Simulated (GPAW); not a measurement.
# Ge (I4_1/amd) in GPAW: notebook

Runs on Ge. Level: PBEsol. Tasks: relaxation of cell and atoms.

All numbers are computed with GPAW 26.7.0; they aren't measurements. Logs are shortened: lines on timing, memory, paths and dates and some standing lists are left out, and cuts for length are marked. The log counts tension as positive stress, the text compression.

## (1) Starting point

Symmetry: I4_1/amd, No. 141, tetragonal system. The conventional cell has a = 5.149 Å, b = 5.149 Å, c = 2.795 Å, α = 90.00°, β = 90.00°, γ = 90.00°. Ge (site symmetry -4m2) is surrounded by 6 Ge at 2.67 to 2.79 Å.

This isn't the form of Ge at room conditions, which is diamond.

## (2) Relaxation of cell and atoms, PBEsol, target pressure 20 GPa, at which the enthalpy is minimised

run.py

```python
from ase import Atoms
from ase.filters import FrechetCellFilter
from ase.io import write
from ase.optimize import BFGS
from ase.units import GPa
from gpaw import GPAW, PW, setup_paths

setup_paths.insert(0, '.')

atoms = Atoms(['Ge', 'Ge'],
              cell=[[-2.574489719, 2.574489719, 1.3974126432],
                    [2.574489719, -2.574489719, 1.3974126432],
                    [2.574489719, 2.574489719, -1.3974126432]],
              scaled_positions=[[0.5, 0.5, 0.0],
                                [0.25, 0.75, 0.5]],
              pbc=True)

calc = GPAW(mode=PW(600),
            xc='PBEsol',
            kpts={'size': (9, 9, 9), 'gamma': True},
            occupations={'name': 'fermi-dirac', 'width': 0.05},
            nbands=11,
            convergence={'density': 1e-05, 'forces': 0.0001},
            maxiter=150,
            txt='gpaw.txt')
atoms.calc = calc
opt = BFGS(FrechetCellFilter(atoms, scalar_pressure=20 * GPa), trajectory='relax.traj', logfile='-')
done = opt.run(fmax=0.02, steps=60)
calc.write('gs.gpw')
write('result.traj', atoms)
print('Converged:', done)
print('Cell:', atoms.cell.cellpar().round(4))
print('Volume:', round(atoms.get_volume(), 4))
print(atoms.get_scaled_positions().round(5))
```

Potentials or basis: PAW data sets generated in the run's folder for this functional, pw.

Command:

```
gpaw-setup -f PBEsol Ge
OMP_NUM_THREADS=1 python run.py
```

gpaw.txt:

```text
__  _  _
 | _ |_)|_||  |
 |__||  | ||/\| - 26.7.0

Input parameters:
  mode=PW(ecut=600.0),
  convergence={'density': 1e-05, 'forces': 0.0001},
  kpts=MonkhorstPack(size=(9, 9, 9), gamma=True),
  maxiter=150,
  nbands=11,
  occupations=Occupations(name='fermi-dirac', width=0.05),
  xc=XC(name='PBEsol')

Diagonalizing LCAO Hamiltonian
Converting LCAO to pw mode

       Ge    Ge

Atoms  # Å, Bohr magnetons
|   | symbol |        x |        y |        z |    initial magnetic moments |
|---|--------|----------|----------|----------|-----------------------------|
| 0 |     Ge | 0.000000 | 0.000000 | 1.397413 | ( 0.0000,  0.0000,  0.0000) |
| 1 |     Ge | 2.574490 | 0.000000 | 0.698706 | ( 0.0000,  0.0000,  0.0000) |

Unit cell  # Å
| periodic |         x |         y |         z |  lengths |     angles |
|----------|-----------|-----------|-----------|----------|------------|
|      yes | -2.574490 |  2.574490 |  1.397413 | 3.899841 |  97.376984 |
|      yes |  2.574490 | -2.574490 |  1.397413 | 3.899841 |  97.376984 |
|      yes |  2.574490 |  2.574490 | -1.397413 | 3.899841 | 138.005201 |
[... 122 lines left out ...]
SCF iterations
|iter     | |      energy | eigst |  dens |force |
|---------|-|-------------|-------|-------|------|
|iter:   1| |   -9.545528 | -0.73 |       |      |
|iter:   2| |   -9.544699 | -3.09 | -1.17 |      |
|iter:   3| |   -9.531730 | -3.45 | -1.20 |      |
|iter:   4| |   -9.530890 | -4.23 | -1.73 |      |
|iter:   5| |   -9.530861c| -5.50 | -2.72 |      |
|iter:   6| |   -9.530861c| -7.14 | -3.82 |      |
|iter:   7| |   -9.530861c| -7.95c| -4.52 |      |
|iter:   8| |   -9.530861c| -9.18c| -5.26c|      |
|iter:   9| |   -9.530861c|-10.05c| -6.01c| -infc|

Converged in 9 steps
Energy contributions relative to reference atoms: (reference = -114111.519876)

Energy contributions:
  Kinetic:          17.308605
  Coulomb:         -15.174018
  Zero:             -0.007996
  External:          0.000000
  Xc:              -11.654148
  Entropy:          -0.006607
  Spinorbit:         0.000000
  ----------------------------
  Free energy:      -9.534165
  Extrapolated:     -9.530861
[... 19 lines left out ...]
No gap
No difference between direct/indirect transitions

Stress tensor  # eV/Ang^3
|        x |         y |         z |
|----------|-----------|-----------|
| 0.005882 |  0.000000 |  0.000000 |
| 0.000000 |  0.005882 | -0.000000 |
| 0.000000 | -0.000000 |  0.003705 |

Forces  # eV/Ang
|       x |       y |       z |
|---------|---------|---------|
| 0.00000 | 0.00000 | 0.00000 |  # Ge   0
| 0.00000 | 0.00000 | 0.00000 |  # Ge   1

Interpolating wave functions to new cell

       Ge    Ge
[... 184 lines left out ...]
Stress tensor  # eV/Ang^3
|         x |         y |         z |
|-----------|-----------|-----------|
| -0.023241 |  0.000000 | -0.000000 |
|  0.000000 | -0.023241 |  0.000000 |
| -0.000000 |  0.000000 | -0.021804 |

Forces  # eV/Ang
|        x |        y |        z |
|----------|----------|----------|
| -0.00000 | -0.00000 | -0.00000 |  # Ge   0
|  0.00000 |  0.00000 |  0.00000 |  # Ge   1

Interpolating wave functions to new cell

       Ge    Ge

Atoms  # Å, Bohr magnetons
|   | symbol |        x |         y |        z |    initial magnetic moments |
|---|--------|----------|-----------|----------|-----------------------------|
| 0 |     Ge | 0.000000 | -0.000000 | 1.305630 | ( 0.0000,  0.0000,  0.0000) |
| 1 |     Ge | 2.406409 |  0.000000 | 0.652815 | ( 0.0000,  0.0000,  0.0000) |

Unit cell  # Å
| periodic |         x |         y |         z |  lengths |     angles |
|----------|-----------|-----------|-----------|----------|------------|
|      yes | -2.406409 |  2.406409 |  1.305630 | 3.645035 |  97.371540 |
|      yes |  2.406409 | -2.406409 |  1.305630 | 3.645035 |  97.371540 |
|      yes |  2.406409 |  2.406409 | -1.305630 | 3.645035 | 138.021340 |
[... 172 lines left out ...]
Stress tensor  # eV/Ang^3
|         x |         y |         z |
|-----------|-----------|-----------|
| -0.147450 | -0.000000 |  0.000000 |
| -0.000000 | -0.147450 | -0.000000 |
|  0.000000 | -0.000000 | -0.156825 |

Forces  # eV/Ang
|       x |        y |        z |
|---------|----------|----------|
| 0.00000 |  0.00000 |  0.00000 |  # Ge   0
| 0.00000 | -0.00000 | -0.00000 |  # Ge   1

Interpolating wave functions to new cell

       Ge    Ge
[... 184 lines left out ...]
Stress tensor  # eV/Ang^3
|         x |         y |         z |
|-----------|-----------|-----------|
| -0.120121 | -0.000000 | -0.000000 |
| -0.000000 | -0.120121 |  0.000000 |
| -0.000000 |  0.000000 | -0.124198 |

Forces  # eV/Ang
|        x |        y |        z |
|----------|----------|----------|
|  0.00000 | -0.00000 |  0.00000 |  # Ge   0
| -0.00000 |  0.00000 | -0.00000 |  # Ge   1

Interpolating wave functions to new cell

       Ge    Ge

Atoms  # Å, Bohr magnetons
|   | symbol |        x |         y |        z |    initial magnetic moments |
|---|--------|----------|-----------|----------|-----------------------------|
| 0 |     Ge | 0.000000 | -0.000000 | 1.317210 | ( 0.0000,  0.0000,  0.0000) |
| 1 |     Ge | 2.424505 |  0.000000 | 0.658605 | ( 0.0000,  0.0000,  0.0000) |

Unit cell  # Å
| periodic |         x |         y |         z |  lengths |     angles |
|----------|-----------|-----------|-----------|----------|------------|
|      yes | -2.424505 |  2.424505 |  1.317210 | 3.673077 |  97.388854 |
|      yes |  2.424505 | -2.424505 |  1.317210 | 3.673077 |  97.388854 |
|      yes |  2.424505 |  2.424505 | -1.317210 | 3.673077 | 137.970022 |
[... 169 lines left out ...]
Stress tensor  # eV/Ang^3
|         x |         y |         z |
|-----------|-----------|-----------|
| -0.123113 | -0.000000 |  0.000000 |
| -0.000000 | -0.123113 | -0.000000 |
|  0.000000 | -0.000000 | -0.127697 |

Forces  # eV/Ang
|       x |        y |        z |
|---------|----------|----------|
| 0.00000 |  0.00000 |  0.00000 |  # Ge   0
| 0.00000 | -0.00000 | -0.00000 |  # Ge   1

Interpolating wave functions to new cell

       Ge    Ge
[... 135 lines left out ...]
SCF iterations
|iter     | |      energy | eigst |  dens |force |
|---------|-|-------------|-------|-------|------|
|iter:   1| |   -9.224795 | -4.72 |       |      |
|iter:   2| |   -9.224792 | -7.70c| -2.96 |      |
|iter:   3| |   -9.224776c| -6.43 | -2.99 |      |
|iter:   4| |   -9.224776c| -7.30 | -3.70 |      |
|iter:   5| |   -9.224776c| -7.80c| -4.48 |      |
|iter:   6| |   -9.224776c| -8.42c| -5.48c|      |
|iter:   7| |   -9.224776c| -9.13c| -6.01c|-16.65c|
[... 37 lines left out ...]
Stress tensor  # eV/Ang^3
|         x |         y |         z |
|-----------|-----------|-----------|
| -0.123746 | -0.000000 |  0.000000 |
| -0.000000 | -0.123746 | -0.000000 |
|  0.000000 | -0.000000 | -0.128234 |

Forces  # eV/Ang
|       x |       y |       z |
|---------|---------|---------|
| 0.00000 | 0.00000 | 0.00000 |  # Ge   0
| 0.00000 | 0.00000 | 0.00000 |  # Ge   1

Interpolating wave functions to new cell

       Ge    Ge
[... 183 lines left out ...]
Stress tensor  # eV/Ang^3
|         x |         y |         z |
|-----------|-----------|-----------|
| -0.126813 |  0.000000 |  0.000000 |
|  0.000000 | -0.126813 | -0.000000 |
|  0.000000 | -0.000000 | -0.128325 |

Forces  # eV/Ang
|       x |        y |        z |
|---------|----------|----------|
| 0.00000 |  0.00000 | -0.00000 |  # Ge   0
| 0.00000 | -0.00000 |  0.00000 |  # Ge   1

Interpolating wave functions to new cell

       Ge    Ge
[... 135 lines left out ...]
SCF iterations
|iter     | |      energy | eigst |  dens |force |
|---------|-|-------------|-------|-------|------|
|iter:   1| |   -9.219854 | -4.62 |       |      |
|iter:   2| |   -9.219851 | -7.50c| -2.95 |      |
|iter:   3| |   -9.219825c| -6.36 | -2.98 |      |
|iter:   4| |   -9.219824c| -7.13 | -3.70 |      |
|iter:   5| |   -9.219824c| -7.79c| -4.35 |      |
|iter:   6| |   -9.219824c| -8.38c| -5.49c|      |
|iter:   7| |   -9.219824c| -9.11c| -5.96c|-16.89c|
[... 37 lines left out ...]
Stress tensor  # eV/Ang^3
|         x |         y |         z |
|-----------|-----------|-----------|
| -0.125952 |  0.000000 | -0.000000 |
|  0.000000 | -0.125952 | -0.000000 |
| -0.000000 | -0.000000 | -0.126975 |

Forces  # eV/Ang
|       x |        y |       z |
|---------|----------|---------|
| 0.00000 |  0.00000 | 0.00000 |  # Ge   0
| 0.00000 | -0.00000 | 0.00000 |  # Ge   1

Interpolating wave functions to new cell

       Ge    Ge
[... 182 lines left out ...]
Stress tensor  # eV/Ang^3
|         x |         y |         z |
|-----------|-----------|-----------|
| -0.124820 |  0.000000 |  0.000000 |
|  0.000000 | -0.124820 | -0.000000 |
|  0.000000 | -0.000000 | -0.124925 |

Forces  # eV/Ang
|       x |        y |        z |
|---------|----------|----------|
| 0.00000 | -0.00000 |  0.00000 |  # Ge   0
| 0.00000 |  0.00000 | -0.00000 |  # Ge   1

# Writing to gs.gpw (mode='')
```

Run time: 2 min. Hardware: 1 thread of Arm Neoverse V2, shared host; peak memory 0.24 GiB.

Results:

- Free energy: -9.2281 eV
- Relaxed volume: 15.48 Å³/atom
- Relaxed cell: a = 3.667 Å, b = 3.667 Å, c = 3.667 Å, α = 97.49°, β = 97.49°, γ = 137.68°
- Space group after relaxing (to 0.05 Å): I4_1/amd (No. 141)
- Energy change on relaxing (the enthalpy is what falls): +152.9 meV/atom
- Ionic steps: 9
- Pressure after relaxing: 20.0 GPa
- Band gap on the k mesh: none (metal or under the smearing width)

The path:
| step | energy change (eV) | largest force (eV/Å) | pressure (GPa) | volume (Å³) |
| --- | --- | --- | --- | --- |
| 1 | 0.0000 | 0.0000 | -0.83 | 37.05 |
| 2 | 0.0156 | 0.0000 | 3.65 | 35.19 |
| 3 | 0.4040 | 0.0000 | 24.12 | 30.24 |
| 4 | 0.2917 | 0.0000 | 19.46 | 31.07 |
| 5 | 0.3036 | 0.0000 | 19.97 | 30.97 |
| 6 | 0.3061 | 0.0000 | 20.07 | 30.95 |
| 7 | 0.3148 | 0.0000 | 20.40 | 30.88 |
| 8 | 0.3110 | 0.0000 | 20.23 | 30.91 |
| 9 | 0.3058 | 0.0000 | 20.00 | 30.95 |

Final structure:
```
Ge
1.0
    -2.41782    2.41782    1.32359
     2.41782   -2.41782    1.32359
     2.41782    2.41782   -1.32359
Ge
2
Direct
  0.50000 0.50000 0.00000
  0.25000 0.75000 0.50000
```

Levels at points of the mesh, in eV from the Fermi level:
```csv
k point,band 2,band 3,band 4,band 5,band 6,band 7
"(0.00, 0.00, 0.00)",-3.37,-2.92,-2.92,2.76,8.95,8.95
```

Caveat: later steps reuse the first step's grids; the volume moved by over 15 % at a fixed basis, so the end points are rough.

## (3) Relaxation of cell and atoms, PBEsol, target pressure 30 GPa, at which the enthalpy is minimised

Changes to run.py since step 2:

```diff
@@ -26,3 +26,3 @@
 atoms.calc = calc
-opt = BFGS(FrechetCellFilter(atoms, scalar_pressure=20 * GPa), trajectory='relax.traj', logfile='-')
+opt = BFGS(FrechetCellFilter(atoms, scalar_pressure=30 * GPa), trajectory='relax.traj', logfile='-')
 done = opt.run(fmax=0.02, steps=60)
```

Potentials or basis: PAW data sets generated in the run's folder for this functional, pw.

Command:

```
gpaw-setup -f PBEsol Ge
OMP_NUM_THREADS=1 python run.py
```

gpaw.txt:

```text
__  _  _
 | _ |_)|_||  |
 |__||  | ||/\| - 26.7.0

Input parameters:
  mode=PW(ecut=600.0),
  convergence={'density': 1e-05, 'forces': 0.0001},
  kpts=MonkhorstPack(size=(9, 9, 9), gamma=True),
  maxiter=150,
  nbands=11,
  occupations=Occupations(name='fermi-dirac', width=0.05),
  xc=XC(name='PBEsol')

Diagonalizing LCAO Hamiltonian
Converting LCAO to pw mode

       Ge    Ge

Atoms  # Å, Bohr magnetons
|   | symbol |        x |        y |        z |    initial magnetic moments |
|---|--------|----------|----------|----------|-----------------------------|
| 0 |     Ge | 0.000000 | 0.000000 | 1.397413 | ( 0.0000,  0.0000,  0.0000) |
| 1 |     Ge | 2.574490 | 0.000000 | 0.698706 | ( 0.0000,  0.0000,  0.0000) |
[... 129 lines left out ...]
SCF iterations
|iter     | |      energy | eigst |  dens |force |
|---------|-|-------------|-------|-------|------|
|iter:   1| |   -9.545528 | -0.73 |       |      |
|iter:   2| |   -9.544699 | -3.09 | -1.17 |      |
|iter:   3| |   -9.531730 | -3.45 | -1.20 |      |
|iter:   4| |   -9.530890 | -4.23 | -1.73 |      |
|iter:   5| |   -9.530861c| -5.50 | -2.72 |      |
|iter:   6| |   -9.530861c| -7.14 | -3.82 |      |
|iter:   7| |   -9.530861c| -7.95c| -4.52 |      |
|iter:   8| |   -9.530861c| -9.18c| -5.26c|      |
|iter:   9| |   -9.530861c|-10.05c| -6.01c| -infc|

Converged in 9 steps
Energy contributions relative to reference atoms: (reference = -114111.519876)

Energy contributions:
  Kinetic:          17.308605
  Coulomb:         -15.174018
  Zero:             -0.007996
  External:          0.000000
  Xc:              -11.654148
  Entropy:          -0.006607
  Spinorbit:         0.000000
  ----------------------------
  Free energy:      -9.534165
  Extrapolated:     -9.530861
[... 19 lines left out ...]
No gap
No difference between direct/indirect transitions

Stress tensor  # eV/Ang^3
|        x |         y |         z |
|----------|-----------|-----------|
| 0.005882 |  0.000000 |  0.000000 |
| 0.000000 |  0.005882 | -0.000000 |
| 0.000000 | -0.000000 |  0.003705 |

Forces  # eV/Ang
|       x |       y |       z |
[... 613 lines left out ...]
| 1 |     Ge |  2.380918 | 0.000000 | 0.647295 | ( 0.0000,  0.0000,  0.0000) |

Unit cell  # Å
| periodic |         x |         y |         z |  lengths |     angles |
|----------|-----------|-----------|-----------|----------|------------|
|      yes | -2.380918 |  2.380918 |  1.294589 | 3.607424 |  97.399462 |
|      yes |  2.380918 | -2.380918 |  1.294589 | 3.607424 |  97.399462 |
|      yes |  2.380918 |  2.380918 | -1.294589 | 3.607424 | 137.938609 |
[... 170 lines left out ...]
Stress tensor  # eV/Ang^3
|         x |         y |         z |
|-----------|-----------|-----------|
| -0.183291 | -0.000000 |  0.000000 |
| -0.000000 | -0.183291 | -0.000000 |
|  0.000000 | -0.000000 | -0.193489 |

Forces  # eV/Ang
|       x |        y |        z |
|---------|----------|----------|
| 0.00000 | -0.00000 | -0.00000 |  # Ge   0
| 0.00000 |  0.00000 | -0.00000 |  # Ge   1

Interpolating wave functions to new cell

       Ge    Ge

Atoms  # Å, Bohr magnetons
|   | symbol |         x |        y |        z |    initial magnetic moments |
|---|--------|-----------|----------|----------|-----------------------------|
| 0 |     Ge | -0.000000 | 0.000000 | 1.295334 | ( 0.0000,  0.0000,  0.0000) |
| 1 |     Ge |  2.378764 | 0.000000 | 0.647667 | ( 0.0000,  0.0000,  0.0000) |

Unit cell  # Å
| periodic |         x |         y |         z |  lengths |     angles |
|----------|-----------|-----------|-----------|----------|------------|
|      yes | -2.378764 |  2.378764 |  1.295334 | 3.604848 |  97.418673 |
|      yes |  2.378764 | -2.378764 |  1.295334 | 3.604848 |  97.418673 |
|      yes |  2.378764 |  2.378764 | -1.295334 | 3.604848 | 137.881765 |
[... 169 lines left out ...]
Stress tensor  # eV/Ang^3
|         x |         y |         z |
|-----------|-----------|-----------|
| -0.185651 | -0.000000 | -0.000000 |
| -0.000000 | -0.185651 |  0.000000 |
| -0.000000 |  0.000000 | -0.193543 |

Forces  # eV/Ang
|       x |        y |        z |
|---------|----------|----------|
| 0.00000 | -0.00000 |  0.00000 |  # Ge   0
| 0.00000 |  0.00000 | -0.00000 |  # Ge   1

Interpolating wave functions to new cell

       Ge    Ge

Atoms  # Å, Bohr magnetons
|   | symbol |        x |         y |        z |    initial magnetic moments |
|---|--------|----------|-----------|----------|-----------------------------|
| 0 |     Ge | 0.000000 | -0.000000 | 1.298229 | ( 0.0000,  0.0000,  0.0000) |
| 1 |     Ge | 2.375440 |  0.000000 | 0.649115 | ( 0.0000,  0.0000,  0.0000) |

Unit cell  # Å
| periodic |         x |         y |         z |  lengths |     angles |
|----------|-----------|-----------|-----------|----------|------------|
|      yes | -2.375440 |  2.375440 |  1.298229 | 3.601504 |  97.465987 |
|      yes |  2.375440 | -2.375440 |  1.298229 | 3.601504 |  97.465987 |
|      yes |  2.375440 |  2.375440 | -1.298229 | 3.601504 | 137.742047 |
[... 170 lines left out ...]
Stress tensor  # eV/Ang^3
|         x |         y |         z |
|-----------|-----------|-----------|
| -0.188327 | -0.000000 | -0.000000 |
| -0.000000 | -0.188327 |  0.000000 |
| -0.000000 |  0.000000 | -0.190552 |

Forces  # eV/Ang
|        x |        y |        z |
|----------|----------|----------|
| -0.00000 | -0.00000 | -0.00000 |  # Ge   0
|  0.00000 |  0.00000 | -0.00000 |  # Ge   1

Interpolating wave functions to new cell

       Ge    Ge
[... 182 lines left out ...]
Stress tensor  # eV/Ang^3
|         x |         y |         z |
|-----------|-----------|-----------|
| -0.187858 | -0.000000 |  0.000000 |
| -0.000000 | -0.187858 | -0.000000 |
|  0.000000 | -0.000000 | -0.188253 |

Forces  # eV/Ang
|        x |        y |       z |
|----------|----------|---------|
|  0.00000 | -0.00000 | 0.00000 |  # Ge   0
| -0.00000 |  0.00000 | 0.00000 |  # Ge   1

# Writing to gs.gpw (mode='')
```

stdout:

```text
Step          Energy          fmax
BFGS:    0       -2.597067        3.577515
BFGS:    1       -3.065029        2.578705
BFGS:    2       -3.457876        0.861697
BFGS:    3       -3.483367        0.174257
BFGS:    4       -3.484285        0.091646
BFGS:    5       -3.484529        0.092326
BFGS:    6       -3.484855        0.048454
BFGS:    7       -3.484928        0.014783
Converged: True
Cell: [  3.6016   3.6016   3.6016  97.4834  97.4834 137.6908]
Volume: 29.3272
[[0.5  0.5  0.  ]
 [0.25 0.75 0.5 ]]
```

Wall time 1.8 min (1 thread of Arm Neoverse V2, shared host); peak memory 0.22 GiB.

What came out:

```
Free energy                                            : -8.9763 eV
Relaxed volume                                         : 14.66 Å³/atom
Relaxed cell                                           : a = 3.602 Å, b = 3.602 Å, c = 3.602 Å, α = 97.48°, β = 97.48°, γ = 137.69°
Space group after relaxing (to 0.05 Å)                 : I4_1/amd (No. 141)
Energy change on relaxing (the enthalpy is what falls) : +278.5 meV/atom
Ionic steps                                            : 8
Pressure after relaxing                                : 30.1 GPa
Band gap on the k mesh                                 : none (metal or under the smearing width)
```

Step by step:
```tsv
step	energy change (eV)	largest force (eV/Å)	pressure (GPa)	volume (Å³)
1	0.0000	0.0000	-0.83	37.05
2	0.0421	0.0000	6.17	34.32
3	0.7750	0.0000	38.12	28.30
4	0.5213	0.0000	28.72	29.53
5	0.5525	0.0000	29.91	29.35
6	0.5590	0.0000	30.17	29.32
7	0.5617	0.0000	30.29	29.30
8	0.5570	0.0000	30.12	29.33
```

Final structure:
```xyz
2
Lattice="-2.3751 2.3751 1.2998 2.3751 -2.3751 1.2998 2.3751 2.3751 -1.2998" Properties=species:S:1:pos:R:3 pbc="T T T"
Ge    0.0000    0.0000    1.2998
Ge    2.3751    0.0000    0.6499
```

Levels at points of the mesh, in eV from the Fermi level:
```tsv
k point	band 1	band 2	band 3	band 4	band 5	band 6	band 7
(0.00, 0.00, 0.00)	-15.65	-3.17	-3.12	-3.12	2.60	9.36	9.36
```

Caveat: later steps reuse the first step's grids; the volume moved by over 15 % at a fixed basis, so the end points are rough.
